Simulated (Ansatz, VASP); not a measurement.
## Two plane-wave programs on CdS

Contents of INCAR:

```
  PREC = Accurate
  ENCUT = 520
  EDIFF = 1E-6
  ISMEAR = -1
  SIGMA = 0.02
  LREAL = False
  LASPH = True
  NELM = 80
  ALGO = Normal
  ISIF = 2
  LWAVE = False
  LCHARG = False
  GGA = PE
  NBANDS = 16
```

Contents of KPOINTS:

```
Automatic mesh
0
Gamma
  8 8 8
```

POSCAR

```
CdS
1.0
    0.0000000000      2.9392138902      2.8051857368
    2.9392138902      0.0000000000      2.8051857368
    2.9392138902      2.9392138902      0.0000000000
Cd S
1 1
Direct
    0.0000000000      0.0000000000      0.0000000000
    0.2500000000      0.2500000000      0.2500000000
```

Input for Ansatz:

```yaml
crystal:
  lattice:
    - [0.0, 2.9392138902, 2.8051857368]
    - [2.9392138902, 0.0, 2.8051857368]
    - [2.9392138902, 2.9392138902, 0.0]
  atoms:
    - { symbol: Cd, position: [0.0, 0.0, 0.0] }
    - { symbol: S, position: [0.25, 0.25, 0.25] }
kpoints:
  mp_grid: { grid: [8, 8, 8] }
  band_path:
    path:
      - [0.0, 0.0, 0.0]
      - [-0.5, -0.5, 0.0]
      - [-0.375, -0.375, 0.25]
      - [-0.375, 0.0, 0.375]
      - [0.0, 0.0, 0.5]
      - [-0.5, -0.25, 0.25]
    npoints: 1
hamiltonian:
  xc: pbe
scf:
  occupations: { method: fermi_dirac, width: 0.02 }
  n_extra_bands: 4
output:
  forces: true
  stress: true
  eigenvalues: true
  write_density: true
  write_potential: true
  elf: true
  volumetric_format: npy
```

Change from the starting cell: uniaxial_z strain -4.6%.

Alike in both runs: task single point; functional PBE; k mesh 8 × 8 × 8; occupations fermi-dirac, width 0.02 eV; no spin polarisation.

|  | VASP | Ansatz |
| --- | --- | --- |
| version | VASP 6.6.1 | Ansatz 0.2.0 |
| potentials or method | VASP PAW PBE potentials, release 64 (Cd, S) | plane waves, PAW |
| plane-wave cutoff (eV) | 520 | 420 |
| valence electrons in the cell | 18 | 26 |

Ansatz gave:

```
gap on the k mesh at the Fermi level (eV)       : 1.11
pressure (GPa)                                  : 4.4
largest component of the traceless stress (GPa) : 0.40
```

Q: Which values does VASP return?

A: gap on the k mesh at the Fermi level (eV): 1.11; pressure (GPa): 4.8; largest component of the traceless stress (GPa): 0.38.

With one functional, cell and mesh, what is left measures potentials, basis and numerics. The two sets of potentials don't hold the same shells in valence.
